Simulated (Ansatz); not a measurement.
# Au: pressure against volume scale

Results calculated with Ansatz 0.2.0, not measured. Periodic Kohn-Sham DFT of a crystal at fixed atoms, scaled to volume_scale times the given cell; pressure positive in compression, energy less spherical unpolarised free atoms, largest_vzz the field gradient of largest size among the nuclei.

The cell before it is scaled or strained (space group Fm-3m, No. 225):
```
cell vectors (Å)
   0.0000     2.0856     2.0856
   2.0856     0.0000     2.0856
   2.0856     2.0856     0.0000
atoms (fractions of the cell vectors)
Au  0.00000  0.00000  0.00000
```

Settings of every row: method frozen-core PAW; functional LDA; relativity scalar; k mesh 15x15x15; filling fermi-dirac; smearing width 0.03 eV; wave cutoff 420 eV; paw set soft_2.

Atom start moment: 0 on all atoms.

Limits: PAW files made with PBE; no spin-orbit coupling on heavy atoms.

| row | volume scale | V (Å³/atom) | pressure (GPa) |
| --- | --- | --- | --- |
| 1 | 0.9405 | 17.064 | -5.299 |
| 2 | 0.98 | 17.781 | ? |
| 3 | 1 | 18.145 | -13.602 |
| 4 | 1.02 | 18.506 | -15.655 |
| 5 | 1.06 | 19.232 | -18.845 |

Question: what pressure should row 2 give?

Worked fit of pressure. Take u = (V_r/V)^(2/3) − 1 with V_r = 18.325 Å³ an atom, which is twice the finite (Eulerian) strain; such expansions in the strain, on which the Birch-Murnaghan equation of state is built, carry the rest volume and the bulk modulus. The shown rows have u = 0.04868, 0.0066, -0.00653, -0.03169. Least squares give pressure = −14.6662 + 155.764 × u + 753.21 × u² GPa; a straight line predicts inner rows, each left out in turn, worse (root mean square 0.76 against 0.0075 GPa). The rows lie off it by 0.000, 0.003, -0.004, 0.001. The withheld row has u = 0.02029, so the fit gives −14.6662 + 155.764 × (0.02029) + 753.21 × (0.02029)² = -11.196 GPa.

The calculation gave -11.206 GPa. The fit lies 0.010 GPa (0.074 % of the column's range) above it; its largest miss of a shown row is 0.004 GPa.
